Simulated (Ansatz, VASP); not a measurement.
# One calculation of AgCl, two programs

Contents of INCAR:

```
SYSTEM = AgCl
  ALGO = Normal
  EDIFF = 1E-6
  ENCUT = 520
  GGA = PE
  ISIF = 2
  ISMEAR = 0
  LASPH = .TRUE.
  LCHARG = .FALSE.
  LREAL = .FALSE.
  LWAVE = .FALSE.
  NBANDS = 16
  NELM = 100
  PREC = Accurate
  SIGMA = 0.05
```

Contents of KPOINTS:

```
k-points
0
G
  8 8 8
  0 0 0
```

Contents of POSCAR:

```
AgCl
1.0
    0.0000000000      2.6622240000      2.6622240000
    2.6622240000      0.0000000000      2.6622240000
    2.6622240000      2.6622240000      0.0000000000
Ag Cl
1 1
Direct
    0.5000000000      0.5000000000      0.5000000000
    0.0000000000      0.0000000000      0.0000000000
```

Input for Ansatz:

```yaml
crystal:
  lattice:
    - [0.0, 2.662224, 2.662224]
    - [2.662224, 0.0, 2.662224]
    - [2.662224, 2.662224, 0.0]
  atoms:
    - { symbol: Ag, position: [0.5, 0.5, 0.5] }
    - { symbol: Cl, position: [0.0, 0.0, 0.0] }
basis:
  ecutwfc: 420
kpoints:
  mp_grid: { grid: [8, 8, 8] }
hamiltonian:
  xc: pbe
scf:
  occupations: { method: gaussian, width: 0.05 }
output:
  forces: true
  stress: true
  eigenvalues: true
```

Change from the starting cell: strain -0.040 along x and y, -0.040 along z, atoms carried along.

Alike in both runs: task single point; functional PBE; k mesh 8 × 8 × 8; occupations gaussian, width 0.05 eV; no spin polarisation.

|  | VASP | Ansatz |
| --- | --- | --- |
| version | VASP 6.6.1 | Ansatz 0.2.0 |
| potentials or method | VASP PAW PBE potentials, release 64 (Ag, Cl) | scalar-relativistic, plane waves, PAW |
| plane-wave cutoff (eV) | 520 | 420 |
| valence electrons in the cell | 18 | 26 |

```tsv
	VASP	Ansatz	Ansatz less VASP
gap on the k mesh at the Fermi level (eV)	0.91	0.92	+0.003
least direct gap on the mesh (eV)	3.64	3.64	+0.002
pressure (GPa)	9.8	10.0	+0.19
```

With one functional, cell and mesh, what is left measures potentials, basis and numerics. The two sets of potentials don't hold the same shells in valence.

A k mesh can miss the band edges.
